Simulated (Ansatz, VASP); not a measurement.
**Two plane-wave programs on BP**

```
P B
1.0
     0.00000    2.26900    2.26900
     2.26900    0.00000    2.26900
     2.26900    2.26900    0.00000
P B
1 1
Direct
  0.75000 0.75000 0.75000
  0.00000 0.00000 0.00000
```

Alike in both runs: task single point; functional PBE; k mesh 10 × 10 × 10; occupations gaussian, width 0.011 eV; no spin polarisation.

```csv
,VASP,Ansatz
version,VASP 6.6.1,Ansatz 0.2.0
potentials or method,"VASP PAW PBE potentials, release 64 (P, B)",Ansatz PAW
plane-wave cutoff (eV),520,420
valence electrons in the cell,8,8
```

VASP gave:

```
gap on the k mesh at the Fermi level (eV) : 1.24
least direct gap on the mesh (eV)         : 3.40
pressure (GPa)                            : 0.9
```

Task: What did Ansatz give for the same quantities?

Result: gap on the k mesh at the Fermi level (eV): 1.24; least direct gap on the mesh (eV): 3.40; pressure (GPa): 1.1.

With one functional, cell and mesh, what is left measures potentials, basis and numerics.

A k mesh can miss the band edges. Expect the measured gap to be larger: semilocal functionals such as PBE lack the derivative discontinuity.
